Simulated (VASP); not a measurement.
# KI (P1) in VASP: single point with RPBE

Aim: the single point of KI with RPBE.

Everything below comes from runs of VASP 6.6.1. Logs are shortened: lines on timing, memory, paths and dates and some standing lists are left out, and cuts for length are marked.

**1. The structure**

The typed cell holds 8 atoms: a = 6.846 Å, b = 6.867 Å, c = 8.443 Å, α = 65.88°, β = 114.37°, γ = 90.32°.

The cell was built by a generator and needn't be a form met in nature.

**2. Single point, RPBE**

INCAR

```
SYSTEM = KI
ALGO = Fast ; EDIFF = 1E-7
ENCUT = 520 ; GGA = RP
ISIF = 2 ; ISMEAR = -1
LASPH = .True. ; LCHARG = .False.
LREAL = .False. ; LWAVE = .False.
NBANDS = 42 ; NELM = 100
PREC = Accurate ; SIGMA = 0.0276
```

KPOINTS

```
Automatic mesh
0
Gamma
  3 3 3
  0.5 0.5 0.5
```

POSCAR

```
KI
1.0
   -6.8459990000     -0.0204460000     -0.0191070000
    0.0191070000     -0.0014190000      6.8668520000
    3.4529990000      6.8928280000      3.4415610000
K I
4 4
Direct
    0.9874600000      0.0114910000      0.0021530000
    0.5194210000      0.4731720000      0.0219260000
    0.7448210000      0.7524880000      0.4909820000
    0.2288320000      0.2349600000      0.4932120000
    0.7257370000      0.2468010000      0.4870140000
    0.2363020000      0.7513000000      0.5035130000
    0.9852070000      0.4868410000      0.0088790000
    0.5055000000      0.0125230000      0.0087770000
```

Potentials or basis: VASP PAW PBE potentials, release 64 (K_sv, I).

The run is started by

```
$ cat potpaw_PBE.64/K_sv/POTCAR potpaw_PBE.64/I/POTCAR > POTCAR
$ mpirun -np 1 vasp_std > vasp.out
```

OUTCAR:

```text
SYSTEM = KI
   EDIFF = 1E-7
   ENCUT = 520
   GGA = RP
   ISIF = 2
   ISMEAR = -1
   LASPH = .True.
   LREAL = .False.
   NELM = 100
   PREC = Accurate

 ion  position               nearest neighbor table
   1  0.987  0.011  0.002-   7 3.29   8 3.32   6 3.45   8 3.52   5 3.55   7 3.58
   2  0.519  0.473  0.022-   5 3.21   8 3.21   7 3.24   6 3.57   7 3.61   8 3.66
   3  0.745  0.752  0.491-   8 3.32   6 3.32   5 3.38   5 3.49   6 3.53   7 3.57
   4  0.229  0.235  0.493-   6 3.29   7 3.33   5 3.42   5 3.42   8 3.56   6 3.58
   5  0.726  0.247  0.487-   2 3.21   3 3.38   4 3.42   4 3.42   3 3.49   1 3.55
   6  0.236  0.751  0.504-   4 3.29   3 3.32   1 3.45   3 3.53   2 3.57   4 3.58
   7  0.985  0.487  0.009-   2 3.24   1 3.29   4 3.33   3 3.57   1 3.58   2 3.61
   8  0.505  0.013  0.009-   2 3.21   3 3.32   1 3.32   1 3.52   4 3.56   2 3.66

  LATTYP: Found a triclinic cell.
 ALAT       =    12.8243169208
 B/A-ratio  =     0.9966678475
 C/A-ratio  =     1.6546141007
 COS(alpha) =     0.0000943020
 COS(beta)  =     0.6964603416
 COS(gamma) =     0.7116048051

  Lattice vectors:

 A1 = (   3.3738930000,  -6.8709630000, -10.2893060000)
 A2 = (  10.2389990000,  -6.8519360000,  -3.4033470000)
 A3 = ( -10.3372120000,  -6.9104360000, -17.1943720000)

Analysis of symmetry for initial positions (statically):
=====================================================================
 Subroutine PRICEL returns:
 Original cell was already a primitive cell.

 Routine SETGRP: Setting up the symmetry group for a
 triclinic supercell.

 Subroutine GETGRP returns: Found  1 space group operations
 (whereof  1 operations were pure point group operations)
 out of a pool of  2 trial point group operations.

The static configuration has the point symmetry C_1 .

Analysis of symmetry for dynamics (positions and initial velocities):
=====================================================================
 Subroutine PRICEL returns:
 Original cell was already a primitive cell.

 Routine SETGRP: Setting up the symmetry group for a
 triclinic supercell.

 Subroutine GETGRP returns: Found  1 space group operations
 (whereof  1 operations were pure point group operations)
 out of a pool of  2 trial point group operations.

The dynamic configuration has the point symmetry C_1 .

 Subroutine INISYM returns: Found  1 space group operations
 (whereof  1 operations are pure point group operations),
 and found     1 'primitive' translations

----------------------------------------------------------------------------------------

                                     Primitive cell

  volume of cell :     323.5824

  direct lattice vectors                    reciprocal lattice vectors
    -6.845999000 -0.020446000 -0.019107000    -0.146290138  0.073074047  0.000422152
     0.019107000 -0.001419000  6.866852000    -0.000189550 -0.072608853  0.145612661
     3.452999000  6.892828000  3.441561000    -0.000433975  0.145280143  0.000031229

  length of vectors
     6.846056195  6.866878729  8.442666762     0.163526142  0.162711796  0.145280795

  position of ions in fractional coordinates (direct lattice)
     0.987460000  0.011491000  0.002153000
     0.519421000  0.473172000  0.021926000
     0.744821000  0.752488000  0.490982000
     0.228832000  0.234960000  0.493212000
     0.725737000  0.246801000  0.487014000
     0.236302000  0.751300000  0.503513000
     0.985207000  0.486841000  0.008879000
     0.505500000  0.012523000  0.008777000

  ion indices of the primitive-cell ions
   primitive index   ion index
                 1           1
                 2           2
                 3           3
                 4           4
                 5           5
                 6           6
                 7           7
                 8           8

----------------------------------------------------------------------------------------

 KPOINTS: Automatic mesh

Automatic generation of k-mesh.
 Grid dimensions read from file:
 generate k-points for:    3    3    3

 Generating k-lattice:

  Cartesian coordinates                     Fractional coordinates (reciprocal lattice)
    -0.048763379  0.024358016  0.000140717     0.333333333  0.000000000  0.000000000
    -0.000063183 -0.024202951  0.048537554     0.000000000  0.333333333  0.000000000
    -0.000144658  0.048426714  0.000010410     0.000000000 -0.000000000  0.333333333

  Length of vectors
     0.054508714  0.054237265  0.048426932

  Shift w.r.t. Gamma in fractional coordinates (k-lattice)
     0.500000000  0.500000000  0.500000000

 Subroutine IBZKPT returns following result:
 ===========================================

 Found     14 irreducible k-points:

 Following reciprocal coordinates:
            Coordinates               Weight
  0.166667  0.166667  0.166667      2.000000
  0.500000  0.166667  0.166667      2.000000
 -0.166667  0.166667  0.166667      2.000000
  0.166667  0.500000  0.166667      2.000000
  0.500000  0.500000  0.166667      2.000000
 -0.166667  0.500000  0.166667      2.000000
  0.166667 -0.166667  0.166667      2.000000
  0.500000 -0.166667  0.166667      2.000000
 -0.166667 -0.166667  0.166667      2.000000
  0.166667  0.166667  0.500000      2.000000
  0.500000  0.166667  0.500000      2.000000
 -0.166667  0.166667  0.500000      2.000000
  0.166667  0.500000  0.500000      2.000000
  0.500000  0.500000  0.500000      1.000000
   k-points           NKPTS =     14   k-points in BZ     NKDIM =     14   number of bands    NBANDS=     42
   number of dos      NEDOS =    301   number of ions     NIONS =      8
   total plane-waves  NPLWV = 186624
   dimension x,y,z NGX =    54 NGY =   54 NGZ =   64
   dimension x,y,z NGXF=   108 NGYF=  108 NGZF=  128
   ions per type =               4   4
   NGX,Y,Z   is equivalent  to a cutoff of  13.11, 13.07, 12.60 a.u.
   NGXF,Y,Z  is equivalent  to a cutoff of  26.23, 26.15, 25.20 a.u.
 SYSTEM =  KI
   PREC   = accura    normal or accurate (medium, high low for compatibility)
   ISTART =      0    job   : 0-new  1-cont  2-samecut
   ICHARG =      2    charge: 1-file 2-atom 10-const
   ISPIN  =      1    spin polarized calculation?
   LNONCOLLINEAR =      F non collinear calculations
   LSORBIT =      F    spin-orbit coupling
   LASPH  =      T    aspherical Exc in radial PAW
   ENCUT  =  520.0 eV  38.22 Ry    6.18 a.u.  12.73 12.77 15.70*2*pi/ulx,y,z
   NELM   =    100;   NELMIN=  2; NELMDL= -5     # of ELM steps
   EDIFF  = 0.1E-06   stopping-criterion for ELM
   LREAL  =      F    real-space projection
   EDIFFG = 0.1E-05   stopping-criterion for IOM
   NSW    =      0    number of steps for IOM
   IBRION =     -1    ionic relax: 0-MD 1-quasi-New 2-CG
   NFREE  =      0    steps in history (QN), initial steepest desc. (CG)
   ISIF   =      2    stress and relaxation
   ISYM   =      2    0-nonsym 1-usesym 2-fastsym
   POTIM  = 0.5000    time-step for ionic-motion
   TEBEG  =    0.0;   TEEND  =   0.0 temperature during run
   PSTRESS=    0.0 pullay stress
   NELECT =      64.0000    total number of electrons
   NUPDOWN=      -1.0000    fix difference up-down
   EMIN   =  10.00;   EMAX   =-10.00  energy-range for DOS
   EFERMI =   0.00;   METHOD = LEGACY
   ISMEAR =    -1;   SIGMA  =   0.03  broadening in eV -4-tet -1-fermi 0-gaus
   EFERMI_NEDOS =   21; number of points for ismear=-14 and -15
   IALGO  =     68    algorithm
   IMIX   =      4    mixing-type and parameters
     AMIX     =   0.40;   BMIX     =  1.00
     AMIX_MAG =   1.60;   BMIX_MAG =  1.00
  volume/ion in A,a.u.               =      40.45       272.96
  Fermi-wavevector in a.u.,A,eV,Ry     =   0.953835  1.802487 12.378593  0.909801
  Thomas-Fermi vector in A             =   2.082526
   LORBIT       =      0    0 simple, 1 ext, 2 COOP (PROOUT), +10 PAW based schemes
   GGA     = RP    functional components
   LHFCALC =     F    Hartree Fock is set to
   AEXX    =    0.0000 exact exchange contribution
   IVDW    =     0    specifies the selected vdW correction
   LEPSILON=     F    determine dielectric tensor
   LRPA    =     F    only Hartree local field effects (RPA)
 non-spin polarized calculation
 RMM-DIIS sequential band-by-band and
  energy-cutoff  :      520.00
  volume of cell :      323.58
 maximum number of plane-waves:      8727
 NGX is ok and might be reduce to    54
   NGX = 25   NGY = 25   NGZ = 31

 number of electron      63.9999999 magnetization

 Free energy of the ion-electron system (eV)
  ---------------------------------------------------
  ext. energy  EPLUGINS =         0.00000000
  ---------------------------------------------------
  free energy    TOTEN  =       -20.10793908 eV

  energy without entropy =      -20.10793908  energy(sigma->0) =      -20.10793908

 E-fermi :   0.7570     XC(G=0):  -7.2114

 val. band max:        0.1109560370   @ k =  -0.1667   0.1667   0.1667
 cond. band min:       5.1239074899   @ k =  -0.1667   0.1667   0.1667
 fundamental gap:      5.0129514529
 Fermi energy:         0.7569728534

 k-point     1 :       0.1667    0.1667    0.1667
  band No.  band energies     occupation
      1     -28.3283      2.00000
      2     -28.2877      2.00000
      3     -28.2842      2.00000
      4     -28.2023      2.00000
      5     -11.8844      2.00000
      6     -11.8710      2.00000
[... 34 lines left out ...]
     41       7.3985      0.00000
     42       7.4551      0.00000

 k-point     2 :       0.5000    0.1667    0.1667
  band No.  band energies     occupation
      1     -28.3282      2.00000
      2     -28.2875      2.00000
      3     -28.2844      2.00000
      4     -28.2023      2.00000
      5     -11.9308      2.00000
      6     -11.9137      2.00000
[... 34 lines left out ...]
     41       7.6446      0.00000
     42       7.9025      0.00000

 k-point     3 :      -0.1667    0.1667    0.1667
  band No.  band energies     occupation
      1     -28.3283      2.00000
      2     -28.2877      2.00000
      3     -28.2842      2.00000
      4     -28.2023      2.00000
      5     -11.8909      2.00000
      6     -11.8809      2.00000
[... 34 lines left out ...]
     41       7.0615      0.00000
     42       7.1690      0.00000

 k-point     4 :       0.1667    0.5000    0.1667
  band No.  band energies     occupation
      1     -28.3282      2.00000
      2     -28.2875      2.00000
      3     -28.2844      2.00000
      4     -28.2023      2.00000
      5     -11.9402      2.00000
      6     -11.9242      2.00000
[... 394 lines left out ...]
     41       7.5123      0.00000
     42       7.8756      0.00000

 k-point    13 :       0.1667    0.5000    0.5000
  band No.  band energies     occupation
      1     -28.3282      2.00000
      2     -28.2875      2.00000
      3     -28.2844      2.00000
      4     -28.2023      2.00000
      5     -11.9266      2.00000
      6     -11.9146      2.00000
[... 34 lines left out ...]
     41       7.6951      0.00000
     42       8.0471      0.00000

 k-point    14 :       0.5000    0.5000    0.5000
  band No.  band energies     occupation
      1     -28.3282      2.00000
      2     -28.2875      2.00000
      3     -28.2844      2.00000
      4     -28.2023      2.00000
      5     -11.9805      2.00000
      6     -11.9733      2.00000
[... 34 lines left out ...]
     41       8.0082      0.00000
     42       8.3312      0.00000

------------------------ aborting loop because EDIFF is reached ----------------------------------------

  FORCE on cell =-STRESS in cart. coord.  units (eV):
  Direction    XX          YY          ZZ          XY          YZ          ZX
  --------------------------------------------------------------------------------------
  -------------------------------------------------------------------------------------
  Total        7.6644504      7.2454677      7.7760854      0.0527940      0.0155957     -0.0461714
  in kB       37.9495571     35.8750175     38.5023037      0.2614027      0.0772201     -0.2286118
  external PRESSURE =      37.4422927 kB  Pullay stress =       0.0000000 kB

 VOLUME and BASIS-vectors are now :
 -----------------------------------------------------------------------------
  energy-cutoff  :      520.00
  volume of cell :      323.58
      direct lattice vectors                 reciprocal lattice vectors
    -6.845999000 -0.020446000 -0.019107000    -0.146290138  0.073074047  0.000422152
     0.019107000 -0.001419000  6.866852000    -0.000189550 -0.072608853  0.145612661
     3.452999000  6.892828000  3.441561000    -0.000433975  0.145280143  0.000031229

 POSITION                                       TOTAL-FORCE (eV/Angst)
 -----------------------------------------------------------------------------------
     -6.75250     -0.00537      0.06745        -0.211548     -0.082319     -0.306293
     -3.47120      0.13984      3.31474         0.379193     -0.446297      0.459418
     -3.38931      3.36796      6.84274         0.206439      0.243811     -0.116978
      0.14097      3.39461      3.30648        -0.028863      0.222906      0.290064
     -3.28202      3.34172      3.35697         0.011466      0.460174      0.138494
      0.13526      3.46473      6.88742        -0.193553      0.097497     -0.290406
     -6.70476      0.04037      3.35480        -0.404845     -0.241084      0.322647
     -3.43011      0.05015      0.10654         0.241711     -0.254689     -0.496945
 -----------------------------------------------------------------------------------
    total drift:                               -0.000523      0.000081     -0.000572

  FREE ENERGIE OF THE ION-ELECTRON SYSTEM (eV)
  ---------------------------------------------------
  free  energy   TOTEN  =       -20.1079390819 eV

  energy  without entropy=      -20.1079390819  energy(sigma->0) =      -20.10793908
```

Run time: 20 min. Hardware: 1 thread of Intel Xeon Platinum 8175M at 2.50GHz (Skylake/Cascade Lake), shared host; peak memory 0.51 GiB.

Results:

```
Free energy            : -20.1079 eV
Pressure               : 3.7 GPa
Largest force          : 0.744 eV/Å
Band gap on the k mesh : 5.01 eV, direct
```

Forces on the atoms (eV/Å):
```
K   -0.212 -0.082 -0.306
K    0.379 -0.446  0.459
K    0.206  0.244 -0.117
K   -0.029  0.223  0.290
I    0.011  0.460  0.138
I   -0.194  0.097 -0.290
I   -0.405 -0.241  0.323
I    0.242 -0.255 -0.497
```

Caveat: the PAW data sets were made with another functional, which shifts forces and pressure a little; spin-orbit coupling is left out, which moves the levels of the heavy elements. A k mesh can miss the band edges.
